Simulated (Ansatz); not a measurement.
# W8S15: the cost of one run

Computed with Ansatz 0.2.0 (DFT PBEsol+D3(BJ), scalar-relativistic, plane waves, PAW, unless a step's input says otherwise).

## Step 1: The starting structure

Symmetry: P3m1, No. 156, trigonal system. The conventional cell has a = 6.316 Å, b = 6.316 Å, c = 26.294 Å, α = 90.00°, β = 90.00°, γ = 120.00°. Around S (site symmetry m) lie 3 W at 2.42 Å. S (site symmetry 3m) is surrounded by 3 W at 2.42 Å. W (site symmetry m) has 6 S at 2.39 to 2.42 Å as nearest neighbours. Around W (site symmetry 3m) lie 6 S at 2.39 to 2.42 Å. Around S (site symmetry m) lie 3 W at 2.39 Å. S (site symmetry 3m) has 3 W at 2.39 Å as nearest neighbours. Only part of the 11 independent sites is listed.

Coordinates:

```cif
data_structure
_symmetry_space_group_name_H-M 'P3m1'
_symmetry_Int_Tables_number 156
_cell_length_a 6.3160
_cell_length_b 6.3160
_cell_length_c 26.2937
_cell_angle_alpha 90.000
_cell_angle_beta 90.000
_cell_angle_gamma 120.000
_cell_volume 908.38
loop_
_atom_site_label
_atom_site_type_symbol
_atom_site_symmetry_multiplicity
_atom_site_Wyckoff_symbol
_atom_site_fract_x
_atom_site_fract_y
_atom_site_fract_z
_atom_site_occupancy
S1 S 3 d 0.50000 0.00000 0.32327 1
S2 S 1 a 0.00000 0.00000 0.32327 1
W1 W 3 d 0.66667 0.83333 0.38351 1
W2 W 1 c 0.66667 0.33333 0.38351 1
S3 S 3 d 0.50000 0.00000 0.44233 1
S4 S 1 a 0.00000 0.00000 0.44233 1
S5 S 1 b 0.33333 0.66667 0.55767 1
S6 S 3 d 0.33333 0.16667 0.55767 1
W3 W 3 d 0.50000 0.00000 0.61792 1
W4 W 1 a 0.00000 0.00000 0.61792 1
S7 S 3 d 0.33333 0.16667 0.67673 1
```

Slab cut from the bulk at the bulk's listed lattice constants, lower half held.

## Step 2: Relaxing the atoms

Contents of input.yaml:

```yaml
crystal:
  lattice:
    - [6.31600154, 0.0, 0.0]
    - [-3.15800076, 5.46981778, 0.0]
    - [0.0, 0.0, 26.2936854451]
  atoms:
    - { symbol: S, position: [0.166666665, 0.333333335, 0.3232715329] }
    - { symbol: S, position: [0.166666665, 0.833333335, 0.3232715329] }
    - { symbol: S, position: [0.666666665, 0.333333335, 0.3232715329] }
    - { symbol: S, position: [0.666666665, 0.833333335, 0.3232715329] }
    - { symbol: W, position: [0.333333335, 0.166666665, 0.3835132183] }
    - { symbol: W, position: [0.333333335, 0.666666665, 0.3835132183] }
    - { symbol: W, position: [0.833333335, 0.166666665, 0.3835132183] }
    - { symbol: W, position: [0.833333335, 0.666666665, 0.3835132183] }
    - { symbol: S, position: [0.166666665, 0.333333335, 0.4423250354] }
    - { symbol: S, position: [0.166666665, 0.833333335, 0.4423250354] }
    - { symbol: S, position: [0.666666665, 0.333333335, 0.4423250354] }
    - { symbol: S, position: [0.666666665, 0.833333335, 0.4423250354] }
    - { symbol: S, position: [0.0, 0.0, 0.5576749646] }
    - { symbol: S, position: [0.0, 0.5, 0.5576749646] }
    - { symbol: S, position: [0.5, 0.0, 0.5576749646] }
    - { symbol: S, position: [0.5, 0.5, 0.5576749646] }
    - { symbol: W, position: [0.166666665, 0.333333335, 0.6179166396], spin: 0.5 }
    - { symbol: W, position: [0.166666665, 0.833333335, 0.6179166396], spin: 0.5 }
    - { symbol: W, position: [0.666666665, 0.333333335, 0.6179166396] }
    - { symbol: W, position: [0.666666665, 0.833333335, 0.6179166396], spin: 0.5 }
    - { symbol: S, position: [0.0, 0.5, 0.6767284671] }
    - { symbol: S, position: [0.5, 0.0, 0.6767284671] }
    - { symbol: S, position: [0.5, 0.5, 0.6767284671] }
basis:
  ecutwfc: 420.0
  fft_grid_basis: typed
kpoints:
  mp_grid: { grid: [6, 6, 1] }
hamiltonian:
  xc: pbesol
  dispersion: d3bj
  pseudopotentials: { kind: paw }
scf:
  occupations: { method: gaussian, width: 0.05 }
output:
  forces: true
  eigenvalues: true
  populations: true
efield:
  axis: 3
  dipole_correction: true
  ramp_width: 0.04
magnetization:
  spin_polarized: true
relax:
  adjacent_minimum: "off"
  f_tol: 0.04
  max_steps: 40
  constraints: [{ sites: [0, 1, 2, 3, 4, 5, 6, 7, 8, 9, 10, 11] }]
```

Launch:

```sh
$ ansatz run input.yaml --threads 4 --pin off --max-ram 8847MiB --backend cpu --events-out ev --progress --plain --runs-dir out
```

Q: Estimate wall time and peak memory on 4 threads of AMD EPYC 9R45 (Zen 5), shared host.

About 90 s, with a peak of 3 GiB.
